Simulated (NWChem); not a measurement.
**C2H6O2 (ethylene glycol) at M06-2X/cc-pVDZ**

What is the vertical ionisation energy of C2H6O2 (ethylene glycol) at M06-2X/cc-pVDZ? 

Program for the calculation: NWChem 7.3.0.

2 further runs of the same task are left out: 1 that didn't finish, 1 set aside as unsound or not needed.

## 1. The structure to begin with

C2H6O2: 10 atoms, total charge 0, spin state singlet. As SMILES, `OCCO`. The coordinates come from a PBE0-D4/def2-TZVP relaxation. This is a higher conformer, about 11 kJ/mol above the lowest found by a separate search.

Bond lengths: O1–C2 1.411 Å, C2–C3 1.514 Å, C3–O4 1.410 Å, O1–H5 0.959 Å, C2–H6 1.098 Å, C2–H7 1.101 Å, C3–H8 1.098 Å, C3–H9 1.092 Å, O4–H10 0.960 Å. Some angles: O1–C2–C3 107.6°, C2–C3–O4 111.8°, O1–C2–H6 112.0°, O1–C2–H7 111.2°, C3–C2–H6 109.0°, C3–C2–H7 109.3°, C2–O1–H5 108.9°, C2–C3–H8 109.3°, C2–C3–H9 109.4°, O4–C3–H8 112.0°.

## 2. The energy at M06-2X/cc-pVDZ

job.nw reads:

```
echo
START job
memory total 2200 mb
GEOMETRY noautosym nocenter noautoz
  O    -1.732000    0.054800   -0.233100
  C    -0.380800    0.456800   -0.281400
  C     0.425300   -0.548600    0.513500
  O     1.797400   -0.224600    0.528400
  H    -2.268700    0.718300   -0.670600
  H    -0.233000    1.454800    0.151200
  H    -0.009800    0.482600   -1.318200
  H     0.244000   -1.555600    0.116200
  H     0.091100   -0.540900    1.552900
  H     2.149700   -0.348800   -0.356200
END
BASIS spherical bse
  * library cc-pVDZ
END
DFT
  xc m06-2x
  mult 1
  grid fine
  convergence energy 1e-08
  iterations 100
  mulliken
  noprint "final vectors analysis"
END
TASK dft energy
```

Launch:

```sh
$ nwchem job.nw > job.out
```

Log:

```text
============================== echo of input deck ==============================
echo
START job
memory total 2200 mb
GEOMETRY noautosym nocenter noautoz
  O    -1.732000    0.054800   -0.233100
  C    -0.380800    0.456800   -0.281400
  C     0.425300   -0.548600    0.513500
  O     1.797400   -0.224600    0.528400
  H    -2.268700    0.718300   -0.670600
  H    -0.233000    1.454800    0.151200
  H    -0.009800    0.482600   -1.318200
  H     0.244000   -1.555600    0.116200
  H     0.091100   -0.540900    1.552900
  H     2.149700   -0.348800   -0.356200
END
BASIS spherical bse
  * library cc-pVDZ
END
DFT
  xc m06-2x
  mult 1
  grid fine
  convergence energy 1e-08
  iterations 100
  mulliken
  noprint "final vectors analysis"
END
TASK dft energy
================================================================================

             Northwest Computational Chemistry Package (NWChem) 7.3.0
             --------------------------------------------------------

           Job information
           ---------------

    nwchem branch   = 7.3.0
    use scalapack   = T
    input           = job.nw
    prefix          = job.
    data base       = ./job.db
    status          = startup
    nproc           =        1

           Memory information
           ------------------

    heap     =     72089598 doubles =      550.0 Mbytes
    stack    =     72089595 doubles =      550.0 Mbytes
    global   =    144179200 doubles =     1100.0 Mbytes (distinct from heap & stack)
    total    =    288358393 doubles =     2200.0 Mbytes
    verify   = yes
    hardfail = no

           Directory information
           ---------------------

  0 permanent = .
  0 scratch   = .

                                NWChem Input Module
                                -------------------

 Scaling coordinates for geometry "geometry" by  1.889725989
 (inverse scale =  0.529177249)

                             Geometry "geometry" -> ""
                             -------------------------

 Output coordinates in angstroms (scale by  1.889725989 to convert to a.u.)

  No.       Tag          Charge          X              Y              Z
 ---- ---------------- ---------- -------------- -------------- --------------
    1 O                    8.0000    -1.73200000     0.05480000    -0.23310000
    2 C                    6.0000    -0.38080000     0.45680000    -0.28140000
    3 C                    6.0000     0.42530000    -0.54860000     0.51350000
    4 O                    8.0000     1.79740000    -0.22460000     0.52840000
    5 H                    1.0000    -2.26870000     0.71830000    -0.67060000
    6 H                    1.0000    -0.23300000     1.45480000     0.15120000
    7 H                    1.0000    -0.00980000     0.48260000    -1.31820000
    8 H                    1.0000     0.24400000    -1.55560000     0.11620000
    9 H                    1.0000     0.09110000    -0.54090000     1.55290000
   10 H                    1.0000     2.14970000    -0.34880000    -0.35620000

      Atomic Mass
      -----------

      O                 15.994910
      C                 12.000000
      H                  1.007825

 Effective nuclear repulsion energy (a.u.)     130.7136789049

            Nuclear Dipole moment (a.u.)
            ----------------------------
        X                 Y               Z
 ---------------- ---------------- ----------------
     1.4428057923    -3.2102665094     6.1043818609

            XYZ format geometry
            -------------------
    10
 geometry
 O                    -1.73200000     0.05480000    -0.23310000
 C                    -0.38080000     0.45680000    -0.28140000
 C                     0.42530000    -0.54860000     0.51350000
 O                     1.79740000    -0.22460000     0.52840000
 H                    -2.26870000     0.71830000    -0.67060000
 H                    -0.23300000     1.45480000     0.15120000
 H                    -0.00980000     0.48260000    -1.31820000
 H                     0.24400000    -1.55560000     0.11620000
 H                     0.09110000    -0.54090000     1.55290000
 H                     2.14970000    -0.34880000    -0.35620000

 ==============================================================================
                                internuclear distances
 ------------------------------------------------------------------------------
       center one      |      center two      | atomic units |  angstroms
 ------------------------------------------------------------------------------
    2 C                |   1 O                |     2.66557  |     1.41056
    3 C                |   2 C                |     2.86123  |     1.51410
    4 O                |   3 C                |     2.66435  |     1.40991
    5 H                |   1 O                |     1.81225  |     0.95900
    6 H                |   2 C                |     2.07439  |     1.09772
    7 H                |   2 C                |     2.08150  |     1.10148
    8 H                |   3 C                |     2.07420  |     1.09762
    9 H                |   3 C                |     2.06327  |     1.09183
   10 H                |   4 O                |     1.81459  |     0.96024
 ------------------------------------------------------------------------------
                         number of included internuclear distances:          9
 ==============================================================================

 ==============================================================================
                                 internuclear angles
 ------------------------------------------------------------------------------
        center 1       |       center 2       |       center 3       |  degrees
 ------------------------------------------------------------------------------
    2 C                |   1 O                |   5 H                |   108.86
    1 O                |   2 C                |   3 C                |   107.62
    1 O                |   2 C                |   6 H                |   112.00
    1 O                |   2 C                |   7 H                |   111.20
    3 C                |   2 C                |   6 H                |   108.97
    3 C                |   2 C                |   7 H                |   109.29
    6 H                |   2 C                |   7 H                |   107.72
    2 C                |   3 C                |   4 O                |   111.78
    2 C                |   3 C                |   8 H                |   109.34
    2 C                |   3 C                |   9 H                |   109.40
    4 O                |   3 C                |   8 H                |   112.05
    4 O                |   3 C                |   9 H                |   106.63
    8 H                |   3 C                |   9 H                |   107.49
    3 C                |   4 O                |  10 H                |   108.52
 ------------------------------------------------------------------------------
                            number of included internuclear angles:         14
 ==============================================================================

 Summary of "ao basis" -> "" (spherical)
 ------------------------------------------------------------------------------
       Tag                 Description            Shells   Functions and Types
 ---------------- ------------------------------  ------  ---------------------
 *                          cc-pVDZ                   on all atoms

                                 NWChem DFT Module
                                 -----------------

                      Basis "ao basis" -> "ao basis" (spherical)
                      -----
  [basis functions not shown]

 Summary of "ao basis" -> "ao basis" (spherical)
 ------------------------------------------------------------------------------
       Tag                 Description            Shells   Functions and Types
 ---------------- ------------------------------  ------  ---------------------
 O                          cc-pVDZ                  6       14   3s2p1d
 C                          cc-pVDZ                  6       14   3s2p1d
 H                          cc-pVDZ                  3        5   2s1p

 Summary of "ao basis" -> "ao basis" (spherical)
 ------------------------------------------------------------------------------
       Tag                 Description            Shells   Functions and Types
 ---------------- ------------------------------  ------  ---------------------
 O                          cc-pVDZ                  6       14   3s2p1d
 C                          cc-pVDZ                  6       14   3s2p1d
 H                          cc-pVDZ                  3        5   2s1p

  Caching 1-el integrals
  itol2e modified to match energy
  convergence criterion.
  tol_rho modified to match energy
  convergence criterion.

            General Information
            -------------------
          SCF calculation type: DFT
          Wavefunction type:  closed shell.
          No. of atoms     :    10
          No. of electrons :    34
           Alpha electrons :    17
            Beta electrons :    17
          Charge           :     0
          Spin multiplicity:     1
          Use of symmetry is: off; symmetry adaption is: off
          Maximum number of iterations: 100
          AO basis - number of functions:    86
                     number of shells:    42
          Convergence on energy requested:  1.00D-08
          Convergence on density requested:  1.00D-05
          Convergence on gradient requested:  5.00D-04

              XC Information
              --------------
                       M06-2X Method XC Functional
                     Hartree-Fock (Exact) Exchange  0.540
                        M06-2X Exchange Functional  1.000
                      M06-2X Correlation Potential  1.000

             Grid Information
             ----------------
          Grid used for XC integration:  fine
          Radial quadrature: Mura-Knowles
          Angular quadrature: Lebedev.
          Tag              B.-S. Rad. Rad. Pts. Rad. Cut. Ang. Pts.
          ---              ---------- --------- --------- ---------
          O                   0.60       70          11.0       590
          C                   0.70       70          10.0       590
          H                   0.35       60          12.0       590
          Grid pruning is: on
          Number of quadrature shells:   640
          Spatial weights used:  Erf1

          Convergence Information
          -----------------------
          Convergence aids based upon iterative change in
          total energy or number of iterations.
          Levelshifting, if invoked, occurs when the
          HOMO/LUMO gap drops below (HL_TOL):  1.00D-02
          DIIS, if invoked, will attempt to extrapolate
          using up to (NFOCK): 10 stored Fock matrices.

                    Damping( 0%)  Levelshifting(0.5)       DIIS
                  --------------- ------------------- ---------------
          dE  on:    start            ASAP                start
          dE off:    2 iters        100 iters           100 iters

      Screening Tolerance Information
      -------------------------------
          Density screening/tol_rho:  1.00D-11
          AO Gaussian exp screening on grid/accAOfunc:  18
          CD Gaussian exp screening on grid/accCDfunc:  20
          XC Gaussian exp screening on grid/accXCfunc:  20
          Schwarz screening/accCoul:  1.00D-09

      Superposition of Atomic Density Guess
      -------------------------------------

 Sum of atomic energies:        -227.85530843

      Non-variational initial energy
      ------------------------------

 Total energy =    -229.870344
 1-e energy   =    -569.143950
 2-e energy   =     208.559927
 HOMO         =      -0.347451
 LUMO         =       0.079667

   Time after variat. SCF:      0.4

     ---------------------------------------------
      Total Density - Mulliken Population Analysis
     ---------------------------------------------

    Atom       Charge   Shell Charges
 -----------   ------   -------------------------------------------------------
    1 O    8     8.57   2.00  0.86  0.86  3.00  1.83  0.01
    2 C    6     5.84   2.00  0.71  0.41  1.83  0.78  0.10
    3 C    6     5.83   2.00  0.71  0.41  1.83  0.78  0.10
    4 O    8     8.56   2.00  0.86  0.87  2.99  1.83  0.01
    5 H    1     0.70   0.55  0.08  0.07
    6 H    1     0.95   0.71  0.22  0.03
    7 H    1     0.95   0.71  0.22  0.03
    8 H    1     0.95   0.71  0.22  0.03
    9 H    1     0.94   0.71  0.21  0.03
   10 H    1     0.70   0.55  0.08  0.07
   Time prior to 1st pass:      0.4

 Grid_pts file          = ./job.gridpts.0
 Record size in doubles =  12289        No. of grid_pts per rec  =   3070
 Max. records in memory =    137        Max. recs in file   = *********

           Memory utilization after 1st SCF pass:
           Heap Space remaining (MW):       36.84            36839582
          Stack Space remaining (MW):       72.09            72088884

   convergence    iter        energy       DeltaE   RMS-Dens  Diis-err    time
 ---------------- ----- ----------------- --------- --------- ---------  ------
 d= 0,ls=0.0,diis     1   -230.0918020136 -3.61D+02  9.53D-03  5.98D-01     2.7
 d= 0,ls=0.0,diis     2   -230.1165232105 -2.47D-02  4.16D-03  4.93D-01     4.8
 d= 0,ls=0.0,diis     3   -230.1601575456 -4.36D-02  5.89D-04  1.16D-02     7.1
 d= 0,ls=0.0,diis     4   -230.1612628938 -1.11D-03  1.36D-04  2.19D-04     9.4
 d= 0,ls=0.0,diis     5   -230.1612881958 -2.53D-05  3.18D-05  9.50D-06    11.7
 d= 0,ls=0.0,diis     6   -230.1612890612 -8.65D-07  1.34D-05  3.51D-06    14.0
 d= 0,ls=0.0,diis     7   -230.1612893987 -3.37D-07  3.02D-06  1.03D-07    16.3
 d= 0,ls=0.0,diis     8   -230.1612894098 -1.11D-08  9.55D-07  8.25D-09    18.6
 d= 0,ls=0.0,diis     9   -230.1612894109 -1.14D-09  3.29D-07  6.85D-10    20.9

         Total DFT energy =     -230.161289410895
      One electron energy =     -572.907997226536
           Coulomb energy =      242.285911174731
    Exchange-Corr. energy =      -30.252882264036
 Nuclear repulsion energy =      130.713678904946

 Numeric. integr. density =       33.999999822216

     Total iterative time =     20.5s

     ---------------------------------------------
      Total Density - Mulliken Population Analysis
     ---------------------------------------------

    Atom       Charge   Shell Charges
 -----------   ------   -------------------------------------------------------
    1 O    8     8.29   2.00  0.83  0.87  2.85  1.72  0.01
    2 C    6     5.93   2.01  0.68  0.36  2.04  0.73  0.11
    3 C    6     5.90   2.01  0.67  0.36  2.05  0.70  0.11
    4 O    8     8.30   2.00  0.84  0.87  2.85  1.72  0.01
    5 H    1     0.84   0.69  0.07  0.08
    6 H    1     0.97   0.76  0.19  0.02
    7 H    1     0.99   0.77  0.20  0.02
    8 H    1     0.97   0.76  0.19  0.03
    9 H    1     0.95   0.76  0.17  0.03
   10 H    1     0.85   0.69  0.08  0.08

     -------------------------------------------
      Total Density - Lowdin Population Analysis
     -------------------------------------------

    Atom       Charge   Shell Charges
 -----------   ------   -------------------------------------------------------
    1 O    8     8.03   1.91  0.80  0.67  2.69  1.93  0.03
    2 C    6     6.05   1.88  0.57  0.37  1.84  1.10  0.29
    3 C    6     6.04   1.88  0.56  0.37  1.85  1.09  0.29
    4 O    8     8.03   1.91  0.81  0.68  2.69  1.92  0.03
    5 H    1     0.95   0.57  0.18  0.21
    6 H    1     0.99   0.64  0.27  0.08
    7 H    1     1.00   0.64  0.28  0.08
    8 H    1     0.99   0.64  0.27  0.08
    9 H    1     0.97   0.64  0.26  0.08
   10 H    1     0.96   0.57  0.18  0.21

 center of mass
 --------------
 x =   0.04731135 y =  -0.10982820 z =   0.21261107

 moments of inertia (a.u.)
 ------------------
          92.734803336633          56.954205313790         -93.886143425131
          56.954205313790         453.378393519186          30.098105449854
         -93.886143425131          30.098105449854         449.955308100037

     Multipole analysis of the density
     ---------------------------------

     L   x y z        total         alpha         beta         nuclear
     -   - - -        -----         -----         ----         -------
     0   0 0 0      0.000000    -17.000000    -17.000000     34.000000

     1   1 0 0     -0.152944     -0.797875     -0.797875      1.442806
     1   0 1 0      0.345550      1.777908      1.777908     -3.210267
     1   0 0 1     -0.771322     -3.437852     -3.437852      6.104382

     2   2 0 0    -18.647594   -119.472434   -119.472434    220.297274
     2   1 1 0     -2.603628     15.811537     15.811537    -34.226702
     2   1 0 1     -1.515946    -25.191682    -25.191682     48.867418
     2   0 2 0    -17.623469    -25.211457    -25.211457     32.799444
     2   0 1 1     -0.428002      9.262692      9.262692    -18.953385
     2   0 0 2    -17.855619    -25.868301    -25.868301     33.880983

 Task  times  cpu:       20.9s     wall:       20.9s
 Total times  cpu:       20.9s     wall:       20.9s
```

Run time: 22 s. Hardware: 1 thread of Intel Xeon Platinum 8488C (Sapphire Rapids), shared host; peak memory 0.11 GiB.

(Part 1 of 2 ends here.)
